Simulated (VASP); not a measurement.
Input of a VASP 6.6.1 run:

The input INCAR:

```
SYSTEM = TaS2
PREC = Accurate
ENCUT = 520
EDIFF = 1E-7
ISMEAR = 0
SIGMA = 0.05
LREAL = .False.
LASPH = .True.
NELM = 80
ALGO = Normal
ISIF = 2
LWAVE = .False.
LCHARG = .True.
ISPIN = 2
MAGMOM = 0.41 0 0
LORBIT = 11
LMAXMIX = 4
LDAU = .True.
LDAUTYPE = 2
LDAUL = 2 -1
LDAUU = 8 0
LDAUJ = 0 0
LDAUPRINT = 1
METAGGA = R2SCAN
LMIXTAU = .True.
LELF = .True.
LVHAR = .True.
NBANDS = 22
```

KPOINTS

```
Automatic mesh
0
Gamma
  7 7 3
  0 0 0
```

The input POSCAR:

```
TaS2
1.0
    3.3500014000      0.0000000000      0.0000000000
   -1.6750007000      2.9011863100      0.0000000000
    0.0000000000      0.0000000000      5.8599987400
Ta S
1 2
Direct
    0.0000000000      0.0000000000      0.0000000000
    0.3333333333      0.6666666667      0.2500000000
    0.6666666667      0.3333333333      0.7500000000
```

Potentials or basis: VASP PAW PBE potentials, release 64 (Ta_pv, S).

Command:

```console
$ cat potpaw_PBE.64/Ta_pv/POTCAR potpaw_PBE.64/S/POTCAR > POTCAR
$ mpirun -np 1 vasp_std > vasp.out
```

Question: Predict the net moment.

Answer: 0.76 μB per cell.

Question: What does it give for the pressure?

Answer: 19.0 GPa.

Question: Predict the site moments.

Answer: Ta +0.56; S -0.03 μB.

Forces on the atoms (eV/Å):
```
Ta   0.000  0.000  0.000
S    0.000  0.000  1.763
S    0.000  0.000 -1.763
```

Caveat: the PAW data sets were made with another functional, which shifts forces and pressure a little. Spin-orbit coupling is left out, which matters for the levels of Ta.
